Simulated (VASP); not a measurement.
# Pt in VASP: relaxation of the atoms with PBE+D3(BJ)

Aim: the relaxation of the atoms of Pt with PBE+D3(BJ).

All numbers are computed with VASP 6.6.1; they aren't measurements. Logs are shortened: lines on timing, memory, paths and dates and some standing lists are left out, and cuts for length are marked.

**1. The structure**

The cell holds a slab with vacuum, 24 atoms: a = 5.544 Å, b = 5.544 Å, c = 27.816 Å, α = 90.00°, β = 90.00°, γ = 60.00°.

The cell was built by a generator and needn't be a form met in nature.

**2. Relaxation of the atoms, PBE+D3(BJ)**

The input, INCAR:

```
SYSTEM = Pt
PREC     = Accurate       ! precision mode
ENCUT    = 400            ! plane-wave cutoff, eV
EDIFF    = 1E-6           ! SCF threshold, eV
ISMEAR   = 1              ! smearing method
SIGMA    = 0.1            ! smearing width, eV
LREAL    = Auto         
LASPH    = .TRUE.         ! aspherical terms in the spheres
NELM     = 100            ! most SCF steps
ALGO     = Normal         ! electronic algorithm
ISIF     = 2              ! what is computed and relaxed
LWAVE    = .FALSE.        ! write WAVECAR
LCHARG   = .FALSE.        ! write CHGCAR
GGA      = PE             ! functional
IVDW     = 12             ! dispersion correction
IBRION   = 2              ! ionic algorithm
NSW      = 120            ! ionic steps
EDIFFG   = -0.03          ! ionic threshold
ISYM     = 0            
KPAR     = 4
```

The input, KPOINTS:

```
Automatic mesh
0
G
  6 6 1
  0 0 0
```

The input, POSCAR:

```
Pt
1.0
    5.5437171645      0.0000000000      0.0000000000
    2.7718585823      4.8009998959      0.0000000000
    0.0000000000      0.0000000000     27.8160652761
Pt
24
Selective dynamics
Direct
    0.1666666667      0.1666666667      0.0898761193  F F F
    0.6666666667      0.1666666667      0.0898761193  F F F
    0.1666666667      0.6666666667      0.0898761193  F F F
    0.6666666667      0.6666666667      0.0898761193  F F F
    0.8333333333      0.3333333333      0.1712396418  F F F
    0.3333333333      0.3333333333      0.1712396418  F F F
    0.8333333333      0.8333333333      0.1712396418  F F F
    0.3333333333      0.8333333333      0.1712396418  F F F
    0.0000000000      0.0000000000      0.2526031644  T T T
    0.5000000000      0.0000000000      0.2526031644  T T T
    0.0000000000      0.5000000000      0.2526031644  T T T
    0.5000000000      0.5000000000      0.2526031644  T T T
    0.1666666667      0.1666666667      0.3339666870  T T T
    0.6666666667      0.1666666667      0.3339666870  T T T
    0.1666666667      0.6666666667      0.3339666870  T T T
    0.6666666667      0.6666666667      0.3339666870  T T T
    0.8333333333      0.3333333333      0.4153302096  T T T
    0.3333333333      0.3333333333      0.4153302096  T T T
    0.8333333333      0.8333333333      0.4153302096  T T T
    0.3333333333      0.8333333333      0.4153302096  T T T
    0.0000000000      0.0000000000      0.4966937322  T T T
    0.5000000000      0.0000000000      0.4966937322  T T T
    0.0000000000      0.5000000000      0.4966937322  T T T
    0.5000000000      0.5000000000      0.4966937322  T T T
```

Potentials or basis: VASP PAW PBE potentials, release 64 (Pt).

Command:

```console
$ cat potpaw_PBE.64/Pt/POTCAR > POTCAR
$ mpirun -np 4 vasp_std > vasp.out
```

OUTCAR:

```text
SYSTEM = Pt
   PREC = Accurate
   ENCUT = 400
   EDIFF = 1E-6
   ISMEAR = 1
   LREAL = Auto
   LASPH = .TRUE.
   NELM = 100
   ISIF = 2
   GGA = PE
   IVDW = 12
   IBRION = 2
   NSW = 120
   EDIFFG = -0.03
   ISYM = 0
 IVDW          = 12

 ion  position               nearest neighbor table
   1  0.167  0.167  0.090-   6 2.77   5 2.77   8 2.77   2 2.77   2 2.77   4 2.77   4 2.77   3 2.77
                             3 2.77
   2  0.667  0.167  0.090-   5 2.77   6 2.77   7 2.77   1 2.77   1 2.77   3 2.77   3 2.77   4 2.77
                             4 2.77
   3  0.167  0.667  0.090-   8 2.77   7 2.77   6 2.77   4 2.77   4 2.77   2 2.77   2 2.77   1 2.77
                             1 2.77
   4  0.667  0.667  0.090-   7 2.77   8 2.77   5 2.77   3 2.77   3 2.77   1 2.77   1 2.77   2 2.77
                             2 2.77
   5  0.833  0.333  0.171-   2 2.77   1 2.77   4 2.77   6 2.77   6 2.77   8 2.77   8 2.77   7 2.77
                             7 2.77  12 2.77   9 2.77  11 2.77
   6  0.333  0.333  0.171-   1 2.77   2 2.77   3 2.77   5 2.77   5 2.77   7 2.77   7 2.77   8 2.77
                             8 2.77  11 2.77  10 2.77  12 2.77
   7  0.833  0.833  0.171-   4 2.77   3 2.77   2 2.77   8 2.77   8 2.77   6 2.77   6 2.77   5 2.77
                             5 2.77  10 2.77  11 2.77   9 2.77
   8  0.333  0.833  0.171-   3 2.77   4 2.77   1 2.77   7 2.77   7 2.77   5 2.77   5 2.77   6 2.77
                             6 2.77   9 2.77  12 2.77  10 2.77
   9  0.000  0.000  0.253-  10 2.77  10 2.77  12 2.77  12 2.77  11 2.77  11 2.77   8 2.77  14 2.77
[... 17 lines left out ...]
  18  0.333  0.333  0.415-  17 2.77  17 2.77  19 2.77  19 2.77  20 2.77  20 2.77  13 2.77  23 2.77
                            22 2.77  14 2.77  24 2.77  15 2.77
  19  0.833  0.833  0.415-  20 2.77  20 2.77  18 2.77  18 2.77  17 2.77  17 2.77  16 2.77  22 2.77
                            23 2.77  15 2.77  21 2.77  14 2.77
  20  0.333  0.833  0.415-  19 2.77  19 2.77  17 2.77  17 2.77  18 2.77  18 2.77  15 2.77  21 2.77
                            24 2.77  16 2.77  22 2.77  13 2.77
  21  0.000  0.000  0.497-  22 2.77  22 2.77  24 2.77  24 2.77  23 2.77  23 2.77  20 2.77  17 2.77
                            19 2.77
  22  0.500  0.000  0.497-  21 2.77  21 2.77  23 2.77  23 2.77  24 2.77  24 2.77  19 2.77  18 2.77
                            20 2.77
  23  0.000  0.500  0.497-  24 2.77  24 2.77  22 2.77  22 2.77  21 2.77  21 2.77  18 2.77  19 2.77
                            17 2.77
  24  0.500  0.500  0.497-  23 2.77  23 2.77  21 2.77  21 2.77  22 2.77  22 2.77  17 2.77  20 2.77
                            18 2.77

IMPORTANT INFORMATION: All symmetrisations will be switched off!
NOSYMM: (Re-)initialisation of all symmetry stuff for point group C_1.

----------------------------------------------------------------------------------------

                                     Primitive cell

  volume of cell :     740.3353

  direct lattice vectors                    reciprocal lattice vectors
     5.543717165  0.000000000  0.000000000     0.180384383 -0.104144972  0.000000000
     2.771858582  4.800999896  0.000000000     0.000000000  0.208289944  0.000000000
     0.000000000  0.000000000 27.816065276     0.000000000  0.000000000  0.035950448

  length of vectors
     5.543717165  5.543717165 27.816065276     0.208289944  0.208289944  0.035950448

  position of ions in fractional coordinates (direct lattice)
     0.166666667  0.166666667  0.089876119
     0.666666667  0.166666667  0.089876119
     0.166666667  0.666666667  0.089876119
     0.666666667  0.666666667  0.089876119
     0.833333333  0.333333333  0.171239642
[... 115 lines left out ...]
   EDIFFG = -.3E-01   stopping-criterion for IOM
   NSW    =    120    number of steps for IOM
   IBRION =      2    ionic relax: 0-MD 1-quasi-New 2-CG
   NFREE  =      1    steps in history (QN), initial steepest desc. (CG)
   ISIF   =      2    stress and relaxation
   ISYM   =      0    0-nonsym 1-usesym 2-fastsym
   POTIM  = 0.5000    time-step for ionic-motion
   TEBEG  =    0.0;   TEEND  =   0.0 temperature during run
   PSTRESS=    0.0 pullay stress
   NELECT =     240.0000    total number of electrons
   NUPDOWN=      -1.0000    fix difference up-down
   EMIN   =  10.00;   EMAX   =-10.00  energy-range for DOS
   EFERMI =   0.00;   METHOD = LEGACY
   ISMEAR =     1;   SIGMA  =   0.10  broadening in eV -4-tet -1-fermi 0-gaus
   EFERMI_NEDOS =   21; number of points for ismear=-14 and -15
   IALGO  =     38    algorithm
   IMIX   =      4    mixing-type and parameters
     AMIX     =   0.40;   BMIX     =  1.00
     AMIX_MAG =   1.60;   BMIX_MAG =  1.00
  volume/ion in A,a.u.               =      30.85       208.17
  Fermi-wavevector in a.u.,A,eV,Ry     =   1.124611  2.125207 17.207975  1.264750
  Thomas-Fermi vector in A             =   2.261284
   LORBIT       =      0    0 simple, 1 ext, 2 COOP (PROOUT), +10 PAW based schemes
   GGA     = PE    functional components
   LHFCALC =     F    Hartree Fock is set to
   AEXX    =    0.0000 exact exchange contribution
   IVDW    =    12    specifies the selected vdW correction
   LEPSILON=     F    determine dielectric tensor
   LRPA    =     F    only Hartree local field effects (RPA)
 conjugate gradient relaxation of ions
 non-spin polarized calculation
 Methfessel and Paxton  Order N= 1 SIGMA  =   0.10
  energy-cutoff  :      400.00
  volume of cell :      740.34
 maximum number of plane-waves:     13509
   NGX = 19   NGY = 19   NGZ = 91

--------------------------------------- Ionic step        1  -------------------------------------------

 number of electron     240.0000064 magnetization

 Free energy of the ion-electron system (eV)
  ---------------------------------------------------
  ext. energy  EPLUGINS =         0.00000000
  ---------------------------------------------------
  free energy    TOTEN  =      -141.46984532 eV

  energy without entropy =     -141.45791677  energy(sigma->0) =     -141.46586914

------------------------ aborting loop because EDIFF is reached ----------------------------------------

 Edisp (eV)  -15.48044

 E8    (eV) :    -7.2634
[... 363 lines left out ...]
--------------------------------------- Ionic step        7  -------------------------------------------

 number of electron     240.0000040 magnetization

 Free energy of the ion-electron system (eV)
  ---------------------------------------------------
  ext. energy  EPLUGINS =         0.00000000
  ---------------------------------------------------
  free energy    TOTEN  =      -141.51507570 eV

  energy without entropy =     -141.50179643  energy(sigma->0) =     -141.51064928

 E-fermi :   2.5117     XC(G=0):  -7.2488

 val. band max:        2.5099900228   @ k =   0.3333   0.0000   0.0000
 cond. band min:       2.5201980643   @ k =   0.1667   0.0000   0.0000
 fundamental gap:      0.0102080415
 Fermi energy:         2.5116658548

 k-point     1 :       0.0000    0.0000    0.0000
  band No.  band energies     occupation
      1      -7.4434      2.00000
      2      -6.6436      2.00000
      3      -5.6924      2.00000
      4      -4.9902      2.00000
      5      -4.6055      2.00000
      6      -4.6055      2.00000
[... 2689 lines left out ...]
    131       3.2957     -0.00000
    132       3.2957     -0.00000
 [bands above 132 left out]

------------------------ aborting loop because EDIFF is reached ----------------------------------------

 Edisp (eV)  -15.46461

 E8    (eV) :    -7.2554
[... 47 lines left out ...]
  FREE ENERGIE OF THE ION-ELECTRON SYSTEM (eV)
  ---------------------------------------------------
  free  energy   TOTEN  =      -156.9796890769 eV

  energy  without entropy=     -156.9664097990  energy(sigma->0) =     -156.97526265

 reached required accuracy - stopping structural energy minimisation
```

OSZICAR:

```text
N       E                     dE             d eps       ncg     rms          rms(c)
DAV:   1     0.145723432931E+04    0.14572E+04   -0.98731E+04  5776   0.121E+03
DAV:   2    -0.572310332435E+02   -0.15145E+04   -0.14019E+04  6608   0.283E+02
DAV:   3    -0.147265484672E+03   -0.90034E+02   -0.80924E+02  6920   0.614E+01
[... 112 lines left out ...]
DAV:   7    -0.141515125154E+03    0.38410E-04   -0.11257E-04  6320   0.542E-02    0.115E-01
DAV:   8    -0.141515106368E+03    0.18786E-04   -0.55081E-05  6312   0.353E-02    0.818E-02
DAV:   9    -0.141515077686E+03    0.28682E-04   -0.20844E-05  6288   0.266E-02    0.420E-02
DAV:  10    -0.141515076340E+03    0.13456E-05   -0.62504E-06  6168   0.105E-02    0.377E-02
DAV:  11    -0.141515075704E+03    0.63606E-06   -0.12623E-06  3232   0.560E-03
   7 F= -.15697969E+03 E0= -.15697526E+03  d E =-.107456E-02
```

CONTCAR:

```text
Pt
   1.00000000000000
     5.5437171645000003    0.0000000000000000    0.0000000000000000
     2.7718585823000002    4.8009998959000004    0.0000000000000000
     0.0000000000000000    0.0000000000000000   27.8160652761000016
  Pt
    24
Selective dynamics
Direct
     0.1666666667000030    0.1666666667000030    0.0898761193000013   F   F   F
     0.6666666667000030    0.1666666667000030    0.0898761193000013   F   F   F
     0.1666666667000030    0.6666666667000030    0.0898761193000013   F   F   F
     0.6666666667000030    0.6666666667000030    0.0898761193000013   F   F   F
     0.8333333332999970    0.3333333332999970    0.1712396417999997   F   F   F
     0.3333333332999970    0.3333333332999970    0.1712396417999997   F   F   F
     0.8333333332999970    0.8333333332999970    0.1712396417999997   F   F   F
     0.3333333332999970    0.8333333332999970    0.1712396417999997   F   F   F
     0.0000000218219185    0.9999999811315516    0.2524821640713700   T   T   T
     0.4999999787608667    0.0000000239350055    0.2524821180356686   T   T   T
     0.0000000332508987    0.4999999942875304    0.2524821599271850   T   T   T
     0.4999999762887741    0.5000000078083880    0.2524821386187792   T   T   T
     0.1666666736940526    0.1666666496972791    0.3335699740575372   T   T   T
     0.6666666544879681    0.1666666623873571    0.3335699375837424   T   T   T
[... 33 lines left out ...]
  0.00000000E+00  0.00000000E+00  0.00000000E+00
  0.00000000E+00  0.00000000E+00  0.00000000E+00
```

Run time: 65 min. Hardware: 4 MPI ranks of Intel Xeon Platinum 8488C (Sapphire Rapids), shared host; peak memory 1.2 GiB.

What came out:

```yaml
Free_energy: -156.9797 eV
Energy_gained_by_relaxing: 1.2 meV/atom
Ionic_steps: 7
Band_gap_on_the_k_mesh: none (metal or under the smearing width)
Dispersion_energy_per_atom: -0.644 eV
```

The path:
```
step  energy change (eV)  largest force (eV/Å)  pressure (GPa)
   1              0.0000                0.3366           -1.51
   2             -0.0240                0.3357           -1.66
   3             -0.0244                0.3359           -1.68
   4             -0.0280                0.3454           -1.73
   5             -0.0283                0.3472           -1.74
   6             -0.0283                0.3481           -1.75
   7             -0.0294                0.3337           -1.78
```

Final structure:
```xyz
24
Lattice="5.5437 0.0000 0.0000 2.7719 4.8010 0.0000 0.0000 0.0000 27.8161" Properties=species:S:1:pos:R:3 pbc="T T T"
Pt    1.3859    0.8002    2.5000
Pt    4.1578    0.8002    2.5000
Pt    2.7719    3.2007    2.5000
Pt    5.5437    3.2007    2.5000
Pt    5.5437    1.6003    4.7632
Pt    2.7719    1.6003    4.7632
Pt    6.9296    4.0008    4.7632
Pt    4.1578    4.0008    4.7632
Pt    2.7719    4.8010    7.0231
Pt    2.7719    0.0000    7.0231
Pt    1.3859    2.4005    7.0231
Pt    4.1578    2.4005    7.0231
Pt    1.3859    0.8002    9.2786
Pt    4.1578    0.8002    9.2786
Pt    2.7719    3.2007    9.2786
Pt    5.5437    3.2007    9.2786
Pt    5.5437    1.6003   11.5373
Pt    2.7719    1.6003   11.5373
Pt    6.9296    4.0008   11.5373
Pt    4.1578    4.0008   11.5373
Pt    0.0000    0.0000   13.8450
Pt    5.5437    4.8010   13.8450
Pt    6.9296    2.4005   13.8450
Pt    4.1578    2.4005   13.8450
```
